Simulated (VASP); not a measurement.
## MoS2: relaxation of cell and atoms with PBE+D3(BJ)

Crystal: MoS2.

```
Mo S
1.0
     3.14878    0.00000    0.00000
    -1.57439    2.72692    0.00000
     0.00000    0.00000   12.08852
Mo S
2 4
Direct
  0.33333 0.66667 0.25000
  0.66667 0.33333 0.75000
  0.33333 0.66667 0.62053
  0.66667 0.33333 0.12053
  0.33333 0.66667 0.87947
  0.66667 0.33333 0.37947
```

```json
{"Program": "VASP 6.6.1", "Task": "relaxation of cell and atoms", "Functional": "PBE", "Dispersion": "D3(BJ)", "Potentials or basis": "VASP PAW PBE potentials, release 64 (Mo_sv, S)", "Cutoff": "600 eV", "k mesh": "12 × 12 × 3", "Occupations": "gaussian, width 0.03 eV", "Spin": "no spin polarisation", "Further INCAR settings": "ALGO = Normal; EDIFF = 1e-07; IBRION = 2; EDIFFG = -0.005; NSW = 90; ISIF = 3"}
```

```json
{
  "Pressure after relaxing": "0.0 GPa",
  "Band gap on the k mesh": "0.80 eV, indirect (least direct gap 1.71 eV)",
  "Dispersion energy per atom": "-0.438 eV"
}
```

Final structure:
```
Mo S
1.0
     3.14878    0.00000    0.00000
    -1.57439    2.72692    0.00000
     0.00000    0.00000   12.08852
Mo S
2 4
Direct
  0.33333 0.66667 0.25000
  0.66667 0.33333 0.75000
  0.33333 0.66667 0.62053
  0.66667 0.33333 0.12053
  0.33333 0.66667 0.87947
  0.66667 0.33333 0.37947
```

Levels at points of the mesh, in eV from the valence-band top:
| k point | band 24 | band 25 | band 26 | band 27 | band 28 | band 29 |
| --- | --- | --- | --- | --- | --- | --- |
| (0.00, 0.00, 0.00) | -1.27 | -1.11 | 0.00 | 2.09 | 2.09 | 2.13 |
| (0.50, 0.00, 0.00) | -1.52 | -1.49 | -1.33 | 1.62 | 1.68 | 2.00 |

Run time: 90 s on 2 MPI ranks on Intel(R) Xeon(R) Platinum 8488C (Sapphire Rapids) (shared host), peak memory 0.33 GiB a rank.

Caveat: the relaxation stopped at its first step, so nothing moved; an odd mesh through Γ misses points on the zone boundary, where band edges often lie.
